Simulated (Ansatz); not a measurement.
# Cs: the crystal squeezed far

One table from this session's results is given with a row withheld; the runs are named, their logs left out.

Method: DFT PBE, with the methods named in each step, in Ansatz 0.2.0.

## The system as given

It takes space group P6_3/mmc (No. 194, hexagonal). The conventional cell has a = 5.492 Å, b = 5.492 Å, c = 17.848 Å, α = 90.00°, β = 90.00°, γ = 120.00°.

Structure file:

```
CELL_PARAMETERS angstrom
5.49184 0.00000 0.00000
-2.74592 4.75608 0.00000
0.00000 0.00000 17.84849
ATOMIC_POSITIONS crystal
Cs 0.00000 0.00000 0.00000
Cs 0.00000 0.00000 0.50000
Cs 0.33333 0.66667 0.25000
Cs 0.66667 0.33333 0.75000
```

Whether this phase is the stable one at these pressures isn't tested.

Atoms are numbered in the order of the input: Cs1, Cs2, Cs3, Cs4.

Set-up of the first run:

Contents of input.yaml:

```yaml
crystal:
  lattice:
    - [5.491843888, 0.0, 0.0]
    - [-2.745921944, 4.7560763206, 0.0]
    - [0.0, 0.0, 17.8484926358]
  atoms:
    - { symbol: Cs, position: [0.0, 0.0, 0.0] }
    - { symbol: Cs, position: [0.0, 0.0, 0.5] }
    - { symbol: Cs, position: [0.3333333333, 0.6666666667, 0.25] }
    - { symbol: Cs, position: [0.6666666667, 0.3333333333, 0.75] }
kpoints:
  mp_grid: { grid: [7, 7, 2] }
  band_path:
    path:
      - [0.0, 0.0, 0.0]
      - [0.5, 0.0, 0.0]
      - [0.3333333333, 0.3333333333, 0.0]
      - [0.0, 0.0, 0.0]
      - [0.0, 0.0, 0.5]
      - [0.5, 0.0, 0.5]
      - [0.3333333333, 0.3333333333, 0.5]
      - [0.0, 0.0, 0.5]
      - [0.5, 0.0, 0.5]
    npoints: 14
scf:
  occupations: { method: fermi_dirac, width: 0.05 }
hamiltonian:
  xc: pbe
  pseudopotentials: { kind: all_electron, lapw: { basis_error: 0.001 } }
output:
  forces: true
  stress: true
  eigenvalues: true
  populations: true
  dos: { projected: true, de: 0.2, e_range: [-14, 8] }
```

Run with:

```bash
$ ansatz run input.yaml --threads 1 --pin off --max-ram 3072MiB --backend cpu --events-out ev --progress --plain --runs-dir out
```

Steps of the session up to this table: The reference volume, LAPW; Volume scaled by 1, crystal datasets; Volume scaled by 1, norm-conserving; Volume scaled by 0.85, LAPW; Volume scaled by 0.65, LAPW; Volume scaled by 0.65, norm-conserving; Volume scaled by 0.55, LAPW; Volume scaled by 0.55, norm-conserving; Volume scaled by 0.4, LAPW; Volume scaled by 0.4, crystal datasets; Volume scaled by 0.4, norm-conserving.

One table of the session follows, with a row left open; its other results are not shown here.

 The rows PAW, 0.4 and PAW (source ansatz), 0.4 agree to the last digit and may rest on the same set-up.

| method | volume over the first | volume (Å³/atom) | pressure (GPa) |
| --- | --- | --- | --- |
| LAPW | 1 | 116.549 | 0.01 |
| LAPW | 0.85 | 99.067 | 0.43 |
| LAPW | 0.65 | 75.757 | 1.67 |
| LAPW | 0.55 | 64.102 | 2.90 |
| LAPW | 0.4 | 46.620 | 5.70 |
| PAW | 1 | 116.549 | 0.01 |
| PAW | 0.85 | 99.067 | 0.43 |
| PAW | 0.65 | 75.757 | 1.67 |
| PAW | 0.55 | 64.102 | 2.90 |
| PAW | 0.4 | 46.620 | 5.70 |
| PAW (source ansatz) | 0.4 | 46.620 | 5.70 |
| crystal datasets | 1 | 116.549 | 0.01 |
| crystal datasets | 0.4 | 46.620 | 5.70 |
| norm-conserving | 1 | 116.549 | 0.01 |
| norm-conserving | 0.65 | 75.757 | 1.67 |
| norm-conserving | 0.55 | 64.102 | 2.90 |
| norm-conserving | 0.4 | ? | ? |

Q: Estimate the row for norm-conserving, 0.4 from the others.

The run gave: volume (Å³/atom): 46.620; pressure (GPa): 5.71.

Limits of these values: Rows by PAW come from runs of the same series that aren't printed here. Warnings in the runs' records: crystal datasets made, printed levels off.
